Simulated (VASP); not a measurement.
CdTe: single point with PBEsol+D4

**Measured values to compare with.**

A printed reference work, data compilation reports, for a bulk crystal of CdTe at 0 K: band gap 1.607 eV.

The system is CdTe.

```
Cd Te
1.0
     0.00000    3.27990    3.27990
     3.27990    0.00000    3.27990
     3.27990    3.27990    0.00000
Cd Te
1 1
Direct
  0.00000 0.00000 0.00000
  0.25000 0.25000 0.25000
```

```json
{
 "Program": "VASP 6.6.1",
 "Task": "single point",
 "Functional": "PBEsol",
 "Dispersion": "D4",
 "Potentials or basis": "VASP PAW PBE potentials, release 64 (Cd, Te)",
 "Cutoff": "500 eV",
 "k mesh": "4 × 4 × 4",
 "Occupations": "gaussian, width 0.01 eV",
 "Spin": "no spin polarisation",
 "Dipole correction": "no",
 "Further INCAR settings": "ALGO = Normal; EDIFF = 1e-06; NBANDS = 16"
}
```

```
Pressure                   : -1.8 GPa
Band gap on the k mesh     : 0.54 eV, direct
Dispersion energy per atom : -0.207 eV
```

Levels at points of the mesh, in eV from the valence-band top:
```tsv
k point	band 5	band 6	band 7	band 8	band 9	band 10	band 11	band 12	band 13	band 14
(0.00, 0.00, 0.00)	-7.93	-7.93	0.00	0.00	0.00	0.54	4.55	4.55	4.55	7.24
(0.50, 0.00, 0.00)	-7.92	-7.61	-4.28	-0.73	-0.73	1.68	5.12	5.12	6.89	8.39
(0.50, 0.50, 0.00)	-7.90	-7.48	-4.19	-1.77	-1.77	2.55	2.59	8.53	8.87	8.87
```

It took 10 s on 1 thread of Intel(R) Xeon(R) Platinum 8259CL CPU @ 2.50GHz (Skylake/Cascade Lake), with other jobs on the host, peak memory 0.2 GiB.

Measured gap of CdTe: 1.607 eV (0 K; a printed reference work, data compilation). This calculation gives 0.54 eV (-1.07 eV). So large a miss can be the level of theory's own, or it may mean another phase, state or a wrong row. Spin-orbit coupling on Cd, Te is left out. The value is that of PBEsol+D4, without temperature or zero-point motion. Semilocal functionals fall short of measured gaps as a rule.

Caveat: the PAW data sets were made with another functional, which shifts forces and pressure a little; spin-orbit coupling is left out, which moves the levels of the heavy elements.
